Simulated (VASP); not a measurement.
# PbF2 (Fluorocronite) (Fm-3m) in VASP: further runs, part 2 of 2

VASP 6.6.1. The steps go on from the part before.

## 5. Equation of state, PBEsol, 17.70 Å³/atom (volume scaled by 1.02)

Input file INCAR:

```
SYSTEM = PbF2
ALGO = Normal ; EDIFF = 1E-7
ENCUT = 520 ; GGA = PS
ISIF = 2 ; ISMEAR = -1
LASPH = .True. ; LCHARG = .False.
LREAL = .False. ; LWAVE = .False.
NBANDS = 21 ; NELM = 100
PREC = Accurate ; SIGMA = 0.05
```

Input file KPOINTS:

```
k-points
0
Gamma
  8 8 8
  0 0 0
```

Input file POSCAR:

```
PbF2
1.0
    0.0000000000      2.9832874594      2.9832874594
    2.9832874594      0.0000000000      2.9832874594
    2.9832874594      2.9832874594      0.0000000000
Pb F
1 2
Direct
    0.0000000000      0.0000000000      0.0000000000
    0.7500000000      0.7500000000      0.7500000000
    0.2500000000      0.2500000000      0.2500000000
```

Run with:

```bash
cat potpaw_PBE.64/Pb_d/POTCAR potpaw_PBE.64/F/POTCAR > POTCAR
mpirun -np 1 vasp_std > vasp.out
```

Wall time 22 s (1 thread of Intel Xeon Platinum 8488C (Sapphire Rapids), shared host); peak memory 0.18 GiB.

It converged, with:

| Quantity | Value |
| --- | --- |
| Free energy | -14.9237 eV |
| Pressure | -2.6 GPa |
| Band gap on the k mesh | 4.31 eV, indirect (least direct gap 4.46 eV) |

Caveat: the PAW data sets were made with another functional, which shifts forces and pressure a little; spin-orbit coupling is left out, which as a rule narrows the gap of such compounds by several tenths of an eV.

## 6. Equation of state, PBEsol, 18.05 Å³/atom (volume scaled by 1.04)

INCAR is that of step 5.

KPOINTS is that of step 5.

Input file POSCAR:

```
PbF2
1.0
    0.0000000000      3.0026599987      3.0026599987
    3.0026599987      0.0000000000      3.0026599987
    3.0026599987      3.0026599987      0.0000000000
Pb F
1 2
Direct
    0.0000000000      0.0000000000      0.0000000000
    0.7500000000      0.7500000000      0.7500000000
    0.2500000000      0.2500000000      0.2500000000
```

Potentials or basis: VASP PAW PBE potentials, release 64 (Pb_d, F).

Run with:

```bash
cat potpaw_PBE.64/Pb_d/POTCAR potpaw_PBE.64/F/POTCAR > POTCAR
mpirun -np 1 vasp_std > vasp.out
```

Wall time 26 s (1 thread of Intel Xeon Platinum 8488C (Sapphire Rapids), shared host); peak memory 0.18 GiB.

The run converged. Its results:

```yaml
Free_energy: -14.9047 eV
Pressure: -3.8 GPa
Band_gap_on_the_k_mesh: 4.31 eV, indirect (least direct gap 4.46 eV)
```

Caveat: the PAW data sets were made with another functional, which shifts forces and pressure a little; spin-orbit coupling is left out, which as a rule narrows the gap of such compounds by several tenths of an eV.

## 7. Equation of state, PBEsol, 18.39 Å³/atom (volume scaled by 1.06)

INCAR is that of step 6.

KPOINTS is that of step 6.

Input file POSCAR:

```
PbF2
1.0
    0.0000000000      3.0217857373      3.0217857373
    3.0217857373      0.0000000000      3.0217857373
    3.0217857373      3.0217857373      0.0000000000
Pb F
1 2
Direct
    0.0000000000      0.0000000000      0.0000000000
    0.7500000000      0.7500000000      0.7500000000
    0.2500000000      0.2500000000      0.2500000000
```

Run with:

```bash
cat potpaw_PBE.64/Pb_d/POTCAR potpaw_PBE.64/F/POTCAR > POTCAR
mpirun -np 1 vasp_std > vasp.out
```

Wall time 23 s (1 thread of Intel Xeon Platinum 8488C (Sapphire Rapids), shared host); peak memory 0.18 GiB.

Results (log left out):

```yaml
Free_energy: -14.8781 eV
Pressure: -4.9 GPa
Band_gap_on_the_k_mesh: 4.30 eV, indirect (least direct gap 4.45 eV)
```

Caveat: the PAW data sets were made with another functional, which shifts forces and pressure a little; spin-orbit coupling is left out, which as a rule narrows the gap of such compounds by several tenths of an eV.

## 8. Equation of state, PBEsol

Potentials or basis: VASP PAW PBE potentials, release 64 (Pb_d, F).

This step only gathers the single runs of the series.

Results:

* Equilibrium volume: 17.13 Å³/atom
* Bulk modulus: 76 GPa
* Pressure derivative of the bulk modulus: 4.8 (rough: it moves with the points fitted)

Energy against volume, from the lowest point:
```
volume (Å³/atom)  energy (meV/atom)
          16.313               9.93
          16.660               2.97
          17.007               0.00
          17.354               0.52
          17.701               4.09
          18.048              10.41
          18.395              19.28
```

Caveat: the PAW data sets were made with another functional, which shifts forces and pressure a little.

## 9. Equation of state, PBE, 16.31 Å³/atom (volume scaled by 0.94)

Input file INCAR:

```
SYSTEM = PbF2
  PREC = Accurate
  ENCUT = 520
  EDIFF = 1E-7
  ISMEAR = -1
  SIGMA = 0.05
  LREAL = .False.
  LASPH = .True.
  NELM = 80
  ALGO = Normal
  ISIF = 2
  LWAVE = .False.
  LCHARG = .False.
  GGA = PE
  NBANDS = 21
```

Input file KPOINTS:

```
Automatic mesh
0
Gamma
  8 8 8
  0 0 0
```

Input file POSCAR:

```
PbF2
1.0
    0.0000000000      2.9031601670      2.9031601670
    2.9031601670      0.0000000000      2.9031601670
    2.9031601670      2.9031601670      0.0000000000
Pb F
1 2
Direct
    0.0000000000      0.0000000000      0.0000000000
    0.7500000000      0.7500000000      0.7500000000
    0.2500000000      0.2500000000      0.2500000000
```

Potentials or basis: VASP PAW PBE potentials, release 64 (Pb_d, F).

Run with:

```bash
cat potpaw_PBE.64/Pb_d/POTCAR potpaw_PBE.64/F/POTCAR > POTCAR
mpirun -np 1 vasp_std > vasp.out
```

It took 26 s on 1 thread of Intel Xeon Platinum 8488C (Sapphire Rapids), shared host; peak memory 0.18 GiB.

The run converged. Its results:

```yaml
Free_energy: -14.2277 eV
Pressure: 8.1 GPa
Band_gap_on_the_k_mesh: 4.39 eV, indirect (least direct gap 4.55 eV)
```

Caveat: spin-orbit coupling is left out, which as a rule narrows the gap of such compounds by several tenths of an eV.

## 10. Equation of state, PBE, 16.66 Å³/atom (volume scaled by 0.96)

Input file INCAR:

```
SYSTEM = PbF2
PREC = Accurate ; ENCUT = 520
EDIFF = 1E-7 ; ISMEAR = -1
SIGMA = 0.05 ; LREAL = .False.
LASPH = .True. ; NELM = 80
ALGO = Normal ; ISIF = 2
LWAVE = .False. ; LCHARG = .False.
GGA = PE ; NBANDS = 21
```

KPOINTS is that of step 9.

Input file POSCAR:

```
PbF2
1.0
    0.0000000000      2.9236056305      2.9236056305
    2.9236056305      0.0000000000      2.9236056305
    2.9236056305      2.9236056305      0.0000000000
Pb F
1 2
Direct
    0.0000000000      0.0000000000      0.0000000000
    0.7500000000      0.7500000000      0.7500000000
    0.2500000000      0.2500000000      0.2500000000
```

Run with:

```bash
cat potpaw_PBE.64/Pb_d/POTCAR potpaw_PBE.64/F/POTCAR > POTCAR
mpirun -np 1 vasp_std > vasp.out
```

Wall time 20 s (1 thread of Intel Xeon Platinum 8488C (Sapphire Rapids), shared host); peak memory 0.18 GiB.

It converged, with:

- Free energy: -14.2757 eV
- Pressure: 6.0 GPa
- Band gap on the k mesh: 4.40 eV, indirect (least direct gap 4.56 eV)

Caveat: spin-orbit coupling is left out, which as a rule narrows the gap of such compounds by several tenths of an eV.

## 11. Equation of state, PBE, 17.01 Å³/atom (volume scaled by 0.98)

Input file INCAR:

```
SYSTEM = PbF2
ALGO = Normal
EDIFF = 1E-7
ENCUT = 520
GGA = PE
ISIF = 2
ISMEAR = -1
LASPH = .TRUE.
LCHARG = .FALSE.
LREAL = .FALSE.
LWAVE = .FALSE.
NBANDS = 21
NELM = 60
PREC = Accurate
SIGMA = 0.05
```

Input file KPOINTS:

```
k-points
0
G
  8 8 8
  0 0 0
```

Input file POSCAR:

```
PbF2
1.0
    0.0000000000      2.9437690651      2.9437690651
    2.9437690651      0.0000000000      2.9437690651
    2.9437690651      2.9437690651      0.0000000000
Pb F
1 2
Direct
    0.0000000000      0.0000000000      0.0000000000
    0.7500000000      0.7500000000      0.7500000000
    0.2500000000      0.2500000000      0.2500000000
```

Run with:

```bash
cat potpaw_PBE.64/Pb_d/POTCAR potpaw_PBE.64/F/POTCAR > POTCAR
mpirun -np 1 vasp_std > vasp.out
```

Wall time 24 s (1 thread of Intel Xeon Platinum 8488C (Sapphire Rapids), shared host); peak memory 0.18 GiB.

Results (log left out):

```yaml
Free_energy: -14.3106 eV
Pressure: 4.2 GPa
Band_gap_on_the_k_mesh: 4.41 eV, indirect (least direct gap 4.56 eV)
```

Caveat: spin-orbit coupling is left out, which as a rule narrows the gap of such compounds by several tenths of an eV.

## 12. Equation of state, PBE, 17.70 Å³/atom (volume scaled by 1.02)

Input file INCAR:

```
SYSTEM = PbF2
PREC     = Accurate       ! precision mode
ENCUT    = 520            ! plane-wave cutoff, eV
EDIFF    = 1E-7           ! SCF threshold, eV
ISMEAR   = -1             ! smearing method
SIGMA    = 0.05           ! smearing width, eV
LREAL    = .False.        ! projectors in reciprocal space
LASPH    = .True.         ! aspherical terms in the spheres
NELM     = 60             ! most SCF steps
ALGO     = Normal         ! electronic algorithm
ISIF     = 2              ! what is computed and relaxed
LWAVE    = .False.        ! write WAVECAR
LCHARG   = .False.        ! write CHGCAR
GGA      = PE             ! functional
NBANDS   = 21             ! bands
```

Input file KPOINTS:

```
regular mesh
0
Gamma
  8 8 8
  0 0 0
```

Input file POSCAR:

```
PbF2
1.0
    0.0000000000      2.9832874594      2.9832874594
    2.9832874594      0.0000000000      2.9832874594
    2.9832874594      2.9832874594      0.0000000000
Pb F
1 2
Direct
    0.0000000000      0.0000000000      0.0000000000
    0.7500000000      0.7500000000      0.7500000000
    0.2500000000      0.2500000000      0.2500000000
```

Potentials or basis: VASP PAW PBE potentials, release 64 (Pb_d, F).

Run with:

```bash
cat potpaw_PBE.64/Pb_d/POTCAR potpaw_PBE.64/F/POTCAR > POTCAR
mpirun -np 1 vasp_std > vasp.out
```

It took 24 s on 1 thread of Intel Xeon Platinum 8488C (Sapphire Rapids), shared host; peak memory 0.18 GiB.

Results (log left out):

* Free energy: -14.3472 eV
* Pressure: 1.0 GPa
* Band gap on the k mesh: 4.42 eV, indirect (least direct gap 4.56 eV)

Caveat: spin-orbit coupling is left out, which as a rule narrows the gap of such compounds by several tenths of an eV.

## 13. Equation of state, PBE, 18.05 Å³/atom (volume scaled by 1.04)

Input file INCAR:

```
SYSTEM = PbF2
ALGO = Normal ; EDIFF = 1E-7
ENCUT = 520 ; GGA = PE
ISIF = 2 ; ISMEAR = -1
LASPH = .True. ; LCHARG = .False.
LREAL = .False. ; LWAVE = .False.
NBANDS = 21 ; NELM = 100
PREC = Accurate ; SIGMA = 0.05
```

Input file KPOINTS:

```
k-points
0
Gamma
  8 8 8
  0 0 0
```

Input file POSCAR:

```
PbF2
1.0
    0.0000000000      3.0026599987      3.0026599987
    3.0026599987      0.0000000000      3.0026599987
    3.0026599987      3.0026599987      0.0000000000
Pb F
1 2
Direct
    0.0000000000      0.0000000000      0.0000000000
    0.7500000000      0.7500000000      0.7500000000
    0.2500000000      0.2500000000      0.2500000000
```

Run with:

```bash
cat potpaw_PBE.64/Pb_d/POTCAR potpaw_PBE.64/F/POTCAR > POTCAR
mpirun -np 1 vasp_std > vasp.out
```

It took 30 s on 1 thread of Intel Xeon Platinum 8488C (Sapphire Rapids), shared host; peak memory 0.18 GiB.

The run converged. Its results:

| Property | Result |
| --- | --- |
| Free energy | -14.3511 eV |
| Pressure | -0.4 GPa |
| Band gap on the k mesh | 4.42 eV, indirect (least direct gap 4.56 eV) |

Caveat: spin-orbit coupling is left out, which as a rule narrows the gap of such compounds by several tenths of an eV.

## 14. Equation of state, PBE, 18.39 Å³/atom (volume scaled by 1.06)

Input file INCAR:

```
  PREC = Accurate
  ENCUT = 520
  EDIFF = 1E-7
  ISMEAR = -1
  SIGMA = 0.05
  LREAL = F
  LASPH = T
  NELM = 60
  ALGO = Normal
  ISIF = 2
  LWAVE = F
  LCHARG = F
  GGA = PE
  NBANDS = 21
```

Input file KPOINTS:

```
regular mesh
0
Gamma
  8 8 8
```

Input file POSCAR:

```
PbF2
1.0
    0.0000000000      3.0217857373      3.0217857373
    3.0217857373      0.0000000000      3.0217857373
    3.0217857373      3.0217857373      0.0000000000
Pb F
1 2
Direct
    0.0000000000      0.0000000000      0.0000000000
    0.7500000000      0.7500000000      0.7500000000
    0.2500000000      0.2500000000      0.2500000000
```

Run with:

```bash
cat potpaw_PBE.64/Pb_d/POTCAR potpaw_PBE.64/F/POTCAR > POTCAR
mpirun -np 1 vasp_std > vasp.out
```

Wall time 31 s (1 thread of Intel Xeon Platinum 8488C (Sapphire Rapids), shared host); peak memory 0.18 GiB.

It converged, with:

```yaml
Free_energy: -14.3465 eV
Pressure: -1.6 GPa
Band_gap_on_the_k_mesh: 4.41 eV, indirect (least direct gap 4.56 eV)
```

Caveat: spin-orbit coupling is left out, which as a rule narrows the gap of such compounds by several tenths of an eV.

## 15. Equation of state, PBE

Potentials or basis: VASP PAW PBE potentials, release 64 (Pb_d, F).

No new run: the results of the series are fitted here.

What came out:

```
Equilibrium volume                      : 18.03 Å³/atom
Bulk modulus                            : 67 GPa
Pressure derivative of the bulk modulus : 4.7 (rough: it moves with the points fitted)
```

Energy against volume, from the lowest point:
| volume (Å³/atom) | energy (meV/atom) |
| --- | --- |
| 16.313 | 41.14 |
| 16.660 | 25.13 |
| 17.007 | 13.49 |
| 17.354 | 5.70 |
| 17.701 | 1.31 |
| 18.048 | 0.00 |
| 18.395 | 1.53 |
